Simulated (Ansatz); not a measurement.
# YN: strong compression

The task here is to estimate one member of a computed series from the others.

Computed with Ansatz 0.2.0 (DFT, PBE, PAW with Ansatz's default frozen-core files, scalar-relativistic, unless a step's input says otherwise).

## The starting structure

It takes space group Fm-3m (No. 225, cubic). The conventional cell has a = 4.897 Å, b = 4.897 Å, c = 4.897 Å, α = 90.00°, β = 90.00°, γ = 90.00°. Y (site symmetry m-3m) is surrounded by 6 N at 2.45 Å. N (site symmetry m-3m) is surrounded by 6 Y at 2.45 Å.

Structure file:

```xyz
2
Lattice="0.0000 2.4484 2.4484 2.4484 0.0000 2.4484 2.4484 2.4484 0.0000" Properties=species:S:1:pos:R:3 pbc="T T T"
Y     0.0000    0.0000    0.0000
N     2.4484    2.4484    2.4484
```

Whether this phase is the stable one at these pressures isn't tested.

Atoms are numbered in the order of the input: Y1, N2.

The first run:

File input.yaml:

```yaml
crystal:
  lattice:
    - [0.0, 2.4483614544, 2.4483614544]
    - [2.4483614544, 0.0, 2.4483614544]
    - [2.4483614544, 2.4483614544, 0.0]
  atoms:
    - { symbol: "Y", position: [0.0, 0.0, 0.0] }
    - { symbol: "N", position: [0.5, 0.5, 0.5] }
kpoints:
  mp_grid: { grid: [13, 13, 13] }
scf:
  occupations: { method: fermi_dirac, width: 0.05 }
hamiltonian:
  xc: pbe
  pseudopotentials: { kind: paw }
output:
  forces: true
  stress: true
  write_density: true
  write_potential: true
  elf: true
  volumetric_format: npy
relax:
  f_tol: 0.01
  max_steps: 30
```

Launch:

```sh
$ ansatz run input.yaml --threads 1 --pin off --max-ram 2048MiB --backend cpu --events-out ev --progress --plain --runs-dir out
```

Among the steps run: Atoms relaxed at the given volume, PAW; Volume scaled by 1, PAW; Atoms relaxed at 0.85 of the volume, PAW; Volume scaled by 0.85, PAW; Atoms relaxed at 0.8 of the volume, PAW; Volume scaled by 0.8, PAW; Atoms relaxed at 0.45 of the volume, PAW; Volume scaled by 0.45, PAW.

One of the session's tables, all rows but one given; the rest of the session is left out.

```
method  volume over the first  volume (Å³/atom)  pressure (GPa)
   PAW                      1            14.677            0.90
   PAW                   0.85            12.475           38.00
   PAW                    0.8            11.741           58.54
   PAW                   0.45                 ?               ?
```

Q: Estimate the row for PAW, 0.45 from the others.

The run gave: volume (Å³/atom): 6.604; pressure (GPa): 589.16. In the column «volume (Å³/atom)» it is the lowest.

To keep in mind: Warnings in the runs' records: stress scf threshold loose, gradients without spin orbit.
